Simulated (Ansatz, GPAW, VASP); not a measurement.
## SrO: 4 runs at one level of theory

```
Sr O
1.0
     0.00000    2.56630    2.56630
     2.56630    0.00000    2.56630
     2.56630    2.56630    0.00000
Sr O
1 1
Direct
  0.50000 0.50000 0.50000
  0.00000 0.00000 0.00000
```

Alike in all runs: task single point; functional PBEsol; k mesh 9 × 9 × 9; occupations gaussian, width 0.05 eV; no spin polarisation; no spin-orbit coupling. Pressure is positive in compression and, in plane waves, holds the error of the finite cutoff, which Ansatz's Pulay term estimates and takes out.

```
                           program and potentials  plane-wave cutoff (eV)                                                                                   notes  pressure (GPa)
                               Ansatz, Ansatz PAW                     420  potentials made for PBE, which Ansatz adapts in part; Pulay term of +0.40 GPa included           -0.55
 VASP, PBE PAW files O, Sr_sv, release 54, 520 eV                     520                                                                 potentials made for PBE            0.07
GPAW, PAW data sets generated for this functional                     800                                                                                       -            0.02
   Ansatz, all-electron LAPW, scalar-relativistic                       -                                                                                       -           -0.55
```

The pressure spans -0.55 (Ansatz, Ansatz PAW) to 0.07 GPa (VASP, PBE PAW files O, Sr_sv, release 54, 520 eV), with all-electron results at -0.55.

Differences between rows come from potentials, basis sets and numerical settings, since the functional is the same but for its coding. Runs on potential files found faulty are left out.

The four runs place this rock-salt cell close to its PBEsol equilibrium volume, but they disagree on the sign of the residual pressure. Both Ansatz runs give -0.55 GPa, a cell under slight tension that would contract, while VASP and GPAw find it almost stress-free. In an ionic oxide the pressure is a small remainder between Madelung attraction and the repulsion of closed shells, so slight differences in the description of the Sr semicore and O 2p states show up clearly. For a crystal this stiff, the spread corresponds to only a very small change in lattice parameter.

An incomplete plane-wave basis normally makes the pressure too negative, so removing any such remainder from the VASP and GPAW values would probably widen the gap to the all-electron result. Nor does the functional used to generate the potentials sort the rows, since VASP and GPAW differ in this respect yet nearly coincide. The match between the two Ansatz runs supports its PAW description at this volume, but an all-electron result from an independent code would be needed to settle the offset.
